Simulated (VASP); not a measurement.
## Ca: relaxation of cell and atoms with PBEsol

Crystal: Ca.

```
CELL_PARAMETERS angstrom
-2.26948 2.26948 2.26948
2.26948 -2.26948 2.26948
2.26948 2.26948 -2.26948
ATOMIC_POSITIONS crystal
Ca 0.00000 0.00000 0.00000
```

This isn't the form of Ca at room conditions, which is fcc.

The cell isn't the ideal one: cell and atoms relaxed from 1.04 times the given volume.

```
Program                : VASP 6.6.1
Task                   : relaxation of cell and atoms
Functional             : PBEsol
Potentials or basis    : VASP PAW PBE potentials, release 64 (Ca_sv)
Cutoff                 : 600 eV
k mesh                 : 10 × 10 × 10
Occupations            : fermi-dirac, width 0.05 eV
Spin                   : no spin polarisation
Dipole correction      : no
Further INCAR settings : ALGO = Fast; EDIFF = 1e-06; IBRION = 2; EDIFFG = -0.005; NSW = 100; ISIF = 3
```

The relaxed volume is 40.49 Å³/atom, the relaxed cell is a = 3.747 Å, b = 3.747 Å, c = 3.747 Å, α = 109.47°, β = 109.47°, γ = 109.47° and the space group after relaxing (to 0.05 Å) is Im-3m (No. 229). The energy gained by relaxing is 42.1 meV/atom. The ionic steps are 4. The pressure after relaxing is 0.0 GPa. The band gap on the k mesh is none (metal or under the smearing width).

Step by step:
```tsv
step	energy change (eV)	largest force (eV/Å)	pressure (GPa)	volume (Å³)
1	0.0000	0.0000	-1.98	46.76
2	-0.0348	0.0000	-0.92	42.96
3	-0.0420	0.0000	-0.08	40.70
4	-0.0421	0.0000	0.00	40.49
```

Final structure:
```xyz
1
Lattice="-2.1633 2.1633 2.1633 2.1633 -2.1633 2.1633 2.1633 2.1633 -2.1633" Properties=species:S:1:pos:R:3 pbc="T T T"
Ca    2.1633    2.1633   -2.1633
```

Levels at points of the mesh, in eV from the Fermi level:
```csv
k point,band 3,band 4,band 5,band 6,band 7,band 8
"(0.00, 0.00, 0.00)",-22.78,-22.78,-4.16,2.33,2.33,2.33
"(0.50, 0.00, 0.00)",-22.84,-22.78,-0.95,0.00,1.32,3.35
"(0.50, 0.50, 0.50)",-22.90,-22.90,-0.01,-0.01,4.07,4.07
```

Run time: 2.5 min on 1 thread of AMD EPYC 7R13 Processor (Zen 3), with other jobs on the host, peak memory 0.16 GiB.

Caveat: the PAW data sets were made with another functional, which shifts forces and pressure a little.
